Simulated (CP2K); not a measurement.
Runs of CP2K 2026.2 on BN. Symmetry: F-43m, No. 216, cubic system. The conventional cell has a = 3.626 Å, b = 3.626 Å, c = 3.626 Å, α = 90.00°, β = 90.00°, γ = 90.00°. N (site symmetry -43m) is surrounded by 4 B at 1.57 Å. B (site symmetry -43m) is surrounded by 4 N at 1.57 Å. The cell is a database's computed one.

| task | level | potentials or basis | smearing | NGRIDS | points a segment of the path (NPOINTS) | bands added on the path | CUTOFF of the grids | gap on the mesh (eV) | pressure (GPa) |
| --- | --- | --- | --- | --- | --- | --- | --- | --- | --- |
| band structure | PBEsol | POTENTIAL_UZH N GTH-PBE-q5, B GTH-PBE-q3; TZVP-MOLOPT-PBE-GTH basis | fermi-dirac 0.05 eV | 4 | 10 | 2 | 450 Ry | (b) | -2.6 |
| band structure | r2SCAN | POTENTIAL_UZH N GTH-SCAN-q5, B GTH-SCAN-q3; TZVP-MOLOPT-SCAN-GTH basis | fermi-dirac 0.0259 eV | 4 | 8 | 4 | 675 Ry | 5.06 | -4.9 |
| single point | PBE | POTENTIAL_UZH N GTH-PBE-q5, B GTH-PBE-q3; TZVP-MOLOPT-PBE-GTH basis | fermi-dirac 0.05 eV | 5 | - | - | 450 Ry | 4.55 | (a) |
| band structure | LDA | GTH_POTENTIALS N GTH-PADE-q5, B GTH-PADE-q3; TZVP-MOLOPT-PBE-GTH basis | fermi-dirac 0.0259 eV | 4 | 10 | 6 | 450 Ry | 4.45 | (c) |

Alike in all rows: no spin polarisation; cell as given; k mesh 13 × 13 × 13.

Task: Estimate the missing entries.

Result: (a) 0.6; (b) 4.33; (c) -13.4.

Caveats: the basis of atomic orbitals isn't converged, which shifts pressures, moduli and gaps; the potentials were made for another functional, which shifts forces and pressure (some runs); an odd mesh through Γ misses points on the zone boundary, where band edges often lie (some runs).

Not every run made on this cell is shown here.
